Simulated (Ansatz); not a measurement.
# InP: equation of state with RPBE+D4

**What was measured.**

A printed reference work, data compilation reports, for a bulk crystal of InP: bulk modulus 71 GPa.

Crystal: InP.

```xyz
2
Lattice="0.0000 2.9305 2.9305 2.9305 0.0000 2.9305 2.9305 2.9305 0.0000" Properties=species:S:1:pos:R:3 pbc="T T T"
In    0.0000    0.0000    0.0000
P     4.3957    4.3957    4.3957
```

```json
{"Program": "Ansatz 0.2.0", "Task": "equation of state", "Functional": "RPBE", "Dispersion": "D4", "Potentials or basis": "Ansatz PAW", "Cutoff": "420 eV", "Density cutoff": "1680 eV", "k mesh": "8 × 8 × 8", "Occupations": "fermi-dirac, width 0.05 eV", "Spin": "no spin polarisation"}
```

```
Equilibrium volume                      : 25.50 Å³/atom
Bulk modulus                            : 64 GPa
Pressure derivative of the bulk modulus : 4.6
```

Energy against volume, from the lowest point:
```
volume (Å³/atom)  energy (meV/atom)
          23.657              30.50
          24.160              15.38
          24.663               5.62
          25.167               0.67
          25.670               0.00
          26.173               3.17
          26.677               9.79
```

All runs of the series together: 8.1 s on 2 threads of AMD EPYC 7B13 (Zen 3), with other jobs on the host.

Against the measured bulk modulus of InP, 71 GPa (a printed reference work, data compilation), the calculated 64 GPa is off by -9.5 %. The fit is for a static lattice scaled at fixed shape and fixed fractional positions.

Caveat: the potentials were made for another functional, which shifts forces and pressure.
